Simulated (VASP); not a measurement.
# HgTe (Coloradoite) (F-43m) in VASP: a series of runs

The runs below take HgTe (Coloradoite) through relaxation of cell and atoms, with LDA.

Program: VASP 6.6.1. These are calculated values, not measurements. Logs are shortened: lines on timing, memory, paths and dates and some standing lists are left out, and cuts for length are marked.

### Step 1. The crystal as given

The structure is cubic, space group F-43m (No. 216). The conventional cell has a = 6.429 Å, b = 6.429 Å, c = 6.429 Å, α = 90.00°, β = 90.00°, γ = 90.00°. Around Hg (site symmetry -43m) lie 4 Te at 2.78 Å. Around Te (site symmetry -43m) lie 4 Hg at 2.78 Å.

### Step 2. Relaxation of cell and atoms, LDA

INCAR reads:

```
SYSTEM = HgTe
ALGO = Normal
EDIFF = 1E-6
EDIFFG = -0.01
ENCUT = 600
GGA = CA
IBRION = 2
ISIF = 3
ISMEAR = 0
LASPH = .True.
LCHARG = .False.
LREAL = .False.
LWAVE = .False.
NELM = 80
NSW = 90
PREC = Accurate
SIGMA = 0.03
```

KPOINTS reads:

```
k-points
0
Gamma
  10 10 10
  0 0 0
```

POSCAR reads:

```
HgTe
1.0
    0.0000000000      3.2145000000      3.2145000000
    3.2145000000      0.0000000000      3.2145000000
    3.2145000000      3.2145000000      0.0000000000
Hg Te
1 1
Direct
    0.0000000000      0.0000000000      0.0000000000
    0.2500000000      0.2500000000      0.2500000000
```

Potentials or basis: VASP PAW LDA potentials, release 64 (Hg, Te).

Run with:

```sh
cat potpaw_LDA.64/Hg/POTCAR potpaw_LDA.64/Te/POTCAR > POTCAR
mpirun -np 1 vasp_std > vasp.out
```

OUTCAR:

```text
SYSTEM = HgTe
   EDIFF = 1E-6
   EDIFFG = -0.01
   ENCUT = 600
   GGA = CA
   IBRION = 2
   ISIF = 3
   ISMEAR = 0
   LASPH = .True.
   LREAL = .False.
   NELM = 80
   NSW = 90
   PREC = Accurate

 ion  position               nearest neighbor table
   1  0.000  0.000  0.000-   2 2.78   2 2.78   2 2.78   2 2.78
   2  0.250  0.250  0.250-   1 2.78   1 2.78   1 2.78   1 2.78

  LATTYP: Found a face centered cubic cell.
 ALAT       =     6.4290000000

  Lattice vectors:

 A1 = (   0.0000000000,   3.2145000000,   3.2145000000)
 A2 = (   3.2145000000,   0.0000000000,   3.2145000000)
 A3 = (   3.2145000000,   3.2145000000,   0.0000000000)

Analysis of symmetry for initial positions (statically):
=====================================================================
 Subroutine PRICEL returns:
 Original cell was already a primitive cell.

 Routine SETGRP: Setting up the symmetry group for a
 face centered cubic supercell.

 Subroutine GETGRP returns: Found 24 space group operations
 (whereof 24 operations were pure point group operations)
 out of a pool of 48 trial point group operations.

The static configuration has the point symmetry T_d .

Analysis of symmetry for dynamics (positions and initial velocities):
=====================================================================
 Subroutine PRICEL returns:
 Original cell was already a primitive cell.

 Routine SETGRP: Setting up the symmetry group for a
 face centered cubic supercell.

 Subroutine GETGRP returns: Found 24 space group operations
 (whereof 24 operations were pure point group operations)
 out of a pool of 48 trial point group operations.

The dynamic configuration has the point symmetry T_d .

 Subroutine INISYM returns: Found 24 space group operations
 (whereof 24 operations are pure point group operations),
 and found     1 'primitive' translations

----------------------------------------------------------------------------------------

                                     Primitive cell

  volume of cell :      66.4309

  direct lattice vectors                    reciprocal lattice vectors
     0.000000000  3.214500000  3.214500000    -0.155545186  0.155545186  0.155545186
     3.214500000  0.000000000  3.214500000     0.155545186 -0.155545186  0.155545186
     3.214500000  3.214500000  0.000000000     0.155545186  0.155545186 -0.155545186

  length of vectors
     4.545989496  4.545989496  4.545989496     0.269412165  0.269412165  0.269412165

  position of ions in fractional coordinates (direct lattice)
     0.000000000  0.000000000  0.000000000
     0.250000000  0.250000000  0.250000000

  ion indices of the primitive-cell ions
   primitive index   ion index
                 1           1
                 2           2

----------------------------------------------------------------------------------------

 KPOINTS: k-points

Automatic generation of k-mesh.
 Grid dimensions read from file:
 generate k-points for:   10   10   10

 Generating k-lattice:

  Cartesian coordinates                     Fractional coordinates (reciprocal lattice)
    -0.015554519  0.015554519  0.015554519     0.100000000  0.000000000  0.000000000
     0.015554519 -0.015554519  0.015554519     0.000000000  0.100000000  0.000000000
     0.015554519  0.015554519 -0.015554519     0.000000000  0.000000000  0.100000000

  Length of vectors
     0.026941216  0.026941216  0.026941216

  Shift w.r.t. Gamma in fractional coordinates (k-lattice)
     0.000000000  0.000000000  0.000000000

 Subroutine IBZKPT returns following result:
 ===========================================

 Found     47 irreducible k-points:

 Following reciprocal coordinates:
            Coordinates               Weight
  0.000000  0.000000  0.000000      1.000000
  0.100000  0.000000  0.000000      8.000000
  0.200000  0.000000  0.000000      8.000000
  0.300000  0.000000  0.000000      8.000000
  0.400000  0.000000  0.000000      8.000000
  0.500000  0.000000  0.000000      4.000000
[... 16 lines left out ...]
  0.300000  0.300000  0.000000      6.000000
  0.400000  0.300000  0.000000     24.000000
 [... further k-points ...]
   k-points           NKPTS =     47   k-points in BZ     NKDIM =     47   number of bands    NBANDS=     13
   number of dos      NEDOS =    301   number of ions     NIONS =      2
   total plane-waves  NPLWV =  46656
   dimension x,y,z NGX =    36 NGY =   36 NGZ =   36
   dimension x,y,z NGXF=    72 NGYF=   72 NGZF=   72
   ions per type =               1   1
   NGX,Y,Z   is equivalent  to a cutoff of  13.17, 13.17, 13.17 a.u.
   NGXF,Y,Z  is equivalent  to a cutoff of  26.33, 26.33, 26.33 a.u.
 SYSTEM =  HgTe
   PREC   = accura    normal or accurate (medium, high low for compatibility)
   ISTART =      0    job   : 0-new  1-cont  2-samecut
   ICHARG =      2    charge: 1-file 2-atom 10-const
   ISPIN  =      1    spin polarized calculation?
   LNONCOLLINEAR =      F non collinear calculations
   LSORBIT =      F    spin-orbit coupling
   LASPH  =      T    aspherical Exc in radial PAW
   ENCUT  =  600.0 eV  44.10 Ry    6.64 a.u.   9.08  9.08  9.08*2*pi/ulx,y,z
   NELM   =     80;   NELMIN=  2; NELMDL= -5     # of ELM steps
   EDIFF  = 0.1E-05   stopping-criterion for ELM
   LREAL  =      F    real-space projection
   EDIFFG = -.1E-01   stopping-criterion for IOM
   NSW    =     90    number of steps for IOM
   IBRION =      2    ionic relax: 0-MD 1-quasi-New 2-CG
   NFREE  =      1    steps in history (QN), initial steepest desc. (CG)
   ISIF   =      3    stress and relaxation
   ISYM   =      2    0-nonsym 1-usesym 2-fastsym
   POTIM  = 0.5000    time-step for ionic-motion
   TEBEG  =    0.0;   TEEND  =   0.0 temperature during run
   PSTRESS=    0.0 pullay stress
   NELECT =      18.0000    total number of electrons
   NUPDOWN=      -1.0000    fix difference up-down
   EMIN   =  10.00;   EMAX   =-10.00  energy-range for DOS
   EFERMI =   0.00;   METHOD = LEGACY
   ISMEAR =     0;   SIGMA  =   0.03  broadening in eV -4-tet -1-fermi 0-gaus
   EFERMI_NEDOS =   21; number of points for ismear=-14 and -15
   IALGO  =     38    algorithm
   IMIX   =      4    mixing-type and parameters
     AMIX     =   0.40;   BMIX     =  1.00
     AMIX_MAG =   1.60;   BMIX_MAG =  1.00
  volume/ion in A,a.u.               =      33.22       224.15
  Fermi-wavevector in a.u.,A,eV,Ry     =   1.059357  2.001894 15.268958  1.122237
  Thomas-Fermi vector in A             =   2.194699
   LORBIT       =      0    0 simple, 1 ext, 2 COOP (PROOUT), +10 PAW based schemes
   GGA     = CA    functional components
   LHFCALC =     F    Hartree Fock is set to
   AEXX    =    0.0000 exact exchange contribution
   IVDW    =     0    specifies the selected vdW correction
   LEPSILON=     F    determine dielectric tensor
   LRPA    =     F    only Hartree local field effects (RPA)
 conjugate gradient relaxation of ions
 non-spin polarized calculation
 Gauss-broadening in eV      SIGMA  =   0.03
  energy-cutoff  :      600.00
  volume of cell :       66.43
 maximum number of plane-waves:      2252
   NGX = 19   NGY = 19   NGZ = 19

--------------------------------------- Ionic step        1  -------------------------------------------

 number of electron      18.0000000 magnetization

 Free energy of the ion-electron system (eV)
  ---------------------------------------------------
  ext. energy  EPLUGINS =         0.00000000
  ---------------------------------------------------
  free energy    TOTEN  =        -5.03743175 eV

  energy without entropy =       -5.03738547  energy(sigma->0) =       -5.03740861

------------------------ aborting loop because EDIFF is reached ----------------------------------------

  FORCE on cell =-STRESS in cart. coord.  units (eV):
  Direction    XX          YY          ZZ          XY          YZ          ZX
  --------------------------------------------------------------------------------------
  -------------------------------------------------------------------------------------
  Total        0.1756247      0.1756247      0.1756247     -0.0000000      0.0000000     -0.0000000
  in kB        4.2357069      4.2357069      4.2357069     -0.0000000      0.0000000     -0.0000000
  external PRESSURE =       4.2357069 kB  Pullay stress =       0.0000000 kB

 VOLUME and BASIS-vectors are now :
 -----------------------------------------------------------------------------
  energy-cutoff  :      600.00
  volume of cell :       66.43
      direct lattice vectors                 reciprocal lattice vectors
     0.000000000  3.214500000  3.214500000    -0.155545186  0.155545186  0.155545186
     3.214500000  0.000000000  3.214500000     0.155545186 -0.155545186  0.155545186
     3.214500000  3.214500000  0.000000000     0.155545186  0.155545186 -0.155545186
[... 37 lines left out ...]
 POSITION                                       TOTAL-FORCE (eV/Angst)
 -----------------------------------------------------------------------------------
      6.45624      3.22812      3.22812         0.000000      0.000000      0.000000
      1.61406      1.61406      1.61406        -0.000000     -0.000000     -0.000000
 -----------------------------------------------------------------------------------
    total drift:                               -0.000000     -0.000000     -0.000000

  FREE ENERGIE OF THE ION-ELECTRON SYSTEM (eV)
  ---------------------------------------------------
  free  energy   TOTEN  =        -5.0380797487 eV

  energy  without entropy=       -5.0380334700  energy(sigma->0) =       -5.03805661

--------------------------------------- Ionic step        3  -------------------------------------------

 number of electron      18.0000001 magnetization

 Free energy of the ion-electron system (eV)
  ---------------------------------------------------
  ext. energy  EPLUGINS =         0.00000000
  ---------------------------------------------------
  free energy    TOTEN  =        -5.03822205 eV

  energy without entropy =       -5.03817577  energy(sigma->0) =       -5.03819891

 E-fermi :   2.9903     XC(G=0):  -9.1319

 val. band max:        2.9812105906   @ k =   0.0000   0.0000   0.0000
 cond. band min:       3.4687747000   @ k =   0.1000   0.0000   0.0000
 fundamental gap:      0.4875641094
 Fermi energy:         2.9903476594

 k-point     1 :       0.0000    0.0000    0.0000
  band No.  band energies     occupation
      1      -9.1128      2.00000
      2      -4.4363      2.00000
      3      -4.4363      2.00000
      4      -4.4363      2.00000
      5      -3.8943      2.00000
      6      -3.8943      2.00000
      7       2.1314      2.00000
      8       2.9812      1.33333
      9       2.9812      1.33333
     10       2.9812      1.33333
     11       7.1259      0.00000
     12       7.1259      0.00000
     13       7.1259      0.00000

 k-point     2 :       0.1000    0.0000    0.0000
  band No.  band energies     occupation
      1      -9.0617      2.00000
      2      -4.4220      2.00000
      3      -4.4220      2.00000
      4      -4.4199      2.00000
      5      -3.8960      2.00000
      6      -3.8960      2.00000
      7       1.3455      2.00000
      8       2.8617      2.00000
      9       2.8617      2.00000
     10       3.4688      0.00000
     11       7.0028      0.00000
[... 339 lines left out ...]
 k-point    24 :       0.4000    0.3000    0.0000
  band No.  band energies     occupation
      1      -8.4929      2.00000
      2      -4.2897      2.00000
      3      -4.1808      2.00000
      4      -4.1546      2.00000
      5      -3.8472      2.00000
      6      -3.8033      2.00000
      7      -1.6250      2.00000
      8       0.8916      2.00000
      9       1.0880      2.00000
     10       4.9959      0.00000
     11       5.8222      0.00000
     12       9.3199      0.00000
     13      10.1078      0.00000

 [... further k-points ...]

------------------------ aborting loop because EDIFF is reached ----------------------------------------

  FORCE on cell =-STRESS in cart. coord.  units (eV):
  Direction    XX          YY          ZZ          XY          YZ          ZX
  --------------------------------------------------------------------------------------
  -------------------------------------------------------------------------------------
  Total       -0.0142175     -0.0142175     -0.0142175      0.0000000      0.0000000      0.0000000
  in kB       -0.3398416     -0.3398416     -0.3398416      0.0000000      0.0000000      0.0000000
  external PRESSURE =      -0.3398416 kB  Pullay stress =       0.0000000 kB

 VOLUME and BASIS-vectors are now :
 -----------------------------------------------------------------------------
  energy-cutoff  :      600.00
  volume of cell :       67.03
      direct lattice vectors                 reciprocal lattice vectors
    -0.000000000  3.224101187  3.224101187    -0.155081981  0.155081981  0.155081981
     3.224101187  0.000000000  3.224101187     0.155081981 -0.155081981  0.155081981
     3.224101187  3.224101187 -0.000000000     0.155081981  0.155081981 -0.155081981

 POSITION                                       TOTAL-FORCE (eV/Angst)
 -----------------------------------------------------------------------------------
     -0.00000      0.00000      0.00000         0.000000     -0.000000      0.000000
      1.61205      1.61205      1.61205        -0.000000      0.000000     -0.000000
 -----------------------------------------------------------------------------------
    total drift:                               -0.000000     -0.000000     -0.000000

  FREE ENERGIE OF THE ION-ELECTRON SYSTEM (eV)
  ---------------------------------------------------
  free  energy   TOTEN  =        -5.0382220536 eV

  energy  without entropy=       -5.0381757749  energy(sigma->0) =       -5.03819891

 reached required accuracy - stopping structural energy minimisation
```

Wall time 42 s (1 thread of Intel Xeon Platinum 8488C (Sapphire Rapids), shared host); peak memory 0.2 GiB.

What came out:

```
Free energy                            : -5.0382 eV
Relaxed volume                         : 33.51 Å³/atom
Relaxed cell                           : a = 4.560 Å, b = 4.560 Å, c = 4.560 Å, α = 60.00°, β = 60.00°, γ = 60.00°
Space group after relaxing (to 0.05 Å) : F-43m (No. 216)
Energy gained by relaxing              : 0.4 meV/atom
Ionic steps                            : 3
Pressure after relaxing                : 0.0 GPa
Band gap on the k mesh                 : none (metal or under the smearing width)
```

Step by step:
```
step  energy change (eV)  largest force (eV/Å)  pressure (GPa)  volume (Å³)
   1              0.0000                0.0000            0.42        66.43
   2             -0.0006                0.0000           -0.17        67.28
   3             -0.0008                0.0000           -0.03        67.03
```

Final structure:
```
Hg Te
1.0
     0.00000    3.22410    3.22410
     3.22410    0.00000    3.22410
     3.22410    3.22410    0.00000
Hg Te
1 1
Direct
  0.00000 0.00000 0.00000
  0.25000 0.25000 0.25000
```

### Step 3. Relaxation of cell and atoms, LDA

This run uses another cell than the first one, of 33.51 Å³/atom, 1.009 times its volume.

INCAR, as its differences from that of step 2:

```diff
@@ -2,4 +2,4 @@
 ALGO = Normal
-EDIFF = 1E-6
-EDIFFG = -0.01
+EDIFF = 1E-7
+EDIFFG = -0.005
 ENCUT = 600
```

KPOINTS is that of step 2.

POSCAR reads:

```
HgTe                                    
1.0
   -0.0000000000      3.2241011875      3.2241011875
    3.2241011875      0.0000000000      3.2241011875
    3.2241011875      3.2241011875     -0.0000000000
  Hg              Te            
     1     1
Direct
     0.0000000000000000    0.0000000000000000    0.0000000000000000
     0.2500000000000000    0.2500000000000000    0.2500000000000000
```

Potentials or basis: VASP PAW LDA potentials, release 64 (Hg, Te).

Run with:

```sh
cat potpaw_LDA.64/Hg/POTCAR potpaw_LDA.64/Te/POTCAR > POTCAR
mpirun -np 1 vasp_std > vasp.out
```

Run time: 21 s. Hardware: 1 thread of Intel Xeon Platinum 8488C (Sapphire Rapids), shared host; peak memory 0.2 GiB.

The run converged. Its results:

| Property | Result |
| --- | --- |
| Free energy | -5.0383 eV |
| Pressure after relaxing | 0.0 GPa |
| Band gap on the k mesh | none (metal or under the smearing width) |

Final structure:
```yaml
crystal:
  lattice:
    - [0.00000, 3.22410, 3.22410]
    - [3.22410, 0.00000, 3.22410]
    - [3.22410, 3.22410, 0.00000]
  atoms:
    - { symbol: Hg, position: [0.00000, 0.00000, 0.00000] }
    - { symbol: Te, position: [0.25000, 0.25000, 0.25000] }
```

Levels at points of the mesh, in eV from the Fermi level:
```tsv
k point	band 7	band 8	band 9	band 10	band 11	band 12
(0.00, 0.00, 0.00)	-0.86	-0.01	-0.01	-0.01	4.14	4.14
(0.50, 0.00, 0.00)	-5.60	-1.02	-1.02	0.59	4.94	4.94
(0.50, 0.50, 0.00)	-5.53	-2.33	-2.33	1.81	2.29	8.04
```

Caveat: the relaxation stopped at its first step, so nothing moved. The run has no spin-orbit coupling, so splittings on Hg, Te are missing.
